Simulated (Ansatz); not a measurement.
Input of an Ansatz 0.2.0 run:

Contents of input.yaml:

```yaml
crystal:
  lattice:
    - [2.8516080131, 0.0, 0.0]
    - [-1.4258040066, 2.469564981, 0.0]
    - [0.0, 0.0, 5.567503]
  atoms:
    - { symbol: Ti, position: [0.6666666667, 0.3333333333, 0.75] }
    - { symbol: Ti, position: [0.3333333333, 0.6666666667, 0.25] }
    - { symbol: O, position: [0.0, 0.0, 0.5] }
    - { symbol: O, position: [0.0, 0.0, 0.0] }
hamiltonian:
  xc: r2scan
  pseudopotentials: { kind: paw }
kpoints:
  mp_grid: { grid: [11, 11, 5] }
  band_path:
    path:
      - [[0.0, 0.0, 0.0], [0.5, 0.0, 0.0], [0.3333333333, 0.3333333333, 0.0], [0.0, 0.0, 0.0], [0.0, 0.0, 0.5], [0.5, 0.0, 0.5], [0.3333333333, 0.3333333333, 0.5], [0.0, 0.0, 0.5]]
      - [[0.5, 0.0, 0.5], [0.5, 0.0, 0.0]]
      - [[0.3333333333, 0.3333333333, 0.0], [0.3333333333, 0.3333333333, 0.5]]
    npoints: 14
scf:
  occupations: { method: fermi_dirac, width: 0.05 }
  n_extra_bands: 10
output:
  forces: true
  stress: true
  eigenvalues: true
  fatbands: false
  write_density: true
  write_potential: true
  elf: true
  volumetric_format: npy
```

Potentials or basis: Ansatz PAW.

Run with:

```console
$ ansatz run input.yaml --threads 2 --pin off --max-ram 5632MiB --backend cpu --events-out ev --progress --plain --runs-dir out
```

What does it give for the pressure?

-5.3 GPa.

Predict the band gap on the k mesh.

none (metal or under the smearing width).

Stress tensor (GPa, compression positive):
```
-5.73  0.00  0.00
 0.00 -5.73  0.00
 0.00  0.00 -4.53
```

Caveat: semilocal functionals often make such compounds metallic where correlation or magnetic order opens a gap, which also shifts bond lengths; the PAW data sets come from PBE, with cores solved anew for the run's functional, which leaves a small shift of forces and pressure.
